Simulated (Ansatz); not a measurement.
The system is Te.

```xyz
4
Lattice="5.2233 0.0000 0.0000 0.0000 5.2233 0.0000 0.0000 0.0000 5.2233" Properties=species:S:1:pos:R:3 pbc="T T T"
Te    4.5704    0.6529    3.2645
Te    1.9587    1.9587    1.9587
Te    0.6529    3.2645    4.5704
Te    3.2645    4.5704    0.6529
```

The cell was built by a generator and needn't be a form met in nature.

Base run:

| Quantity | Value |
| --- | --- |
| Program | Ansatz 0.2.0 |
| Functional | HSE06 form with a typed share of exact exchange |
| Potentials or basis | Ansatz PAW |
| Cutoff | 420 eV (not typed: the program's choice for these potentials) |
| k mesh | 3 × 3 × 3 |
| Occupations | fermi-dirac, width 0.05 eV |
| Spin | no spin polarisation |

Its results: band gap on the k mesh 0.42 eV, indirect (least direct gap 1.00 eV); pressure -2.0 GPa.

Question: After a change of settings the same cell gave: band gap on the k mesh 0.33 eV, indirect (least direct gap 0.92 eV); pressure -1.3 GPa. Which change was it?
A. share of exact exchange from 0.3 to 0.2
B. share of exact exchange from 0.3 to 0.5
C. share of exact exchange from 0.3 to 0.4

Answer: A.

Caveats: odd divisions of the mesh miss points on the zone boundary, where band edges often lie, so the gap on the mesh can be too wide; spin-orbit coupling is left out, which moves the levels of the heavy elements; the PAW data sets come from PBE, with cores solved anew for the run's functional, which leaves a small shift of forces and pressure; the thresholds are loose for stress.
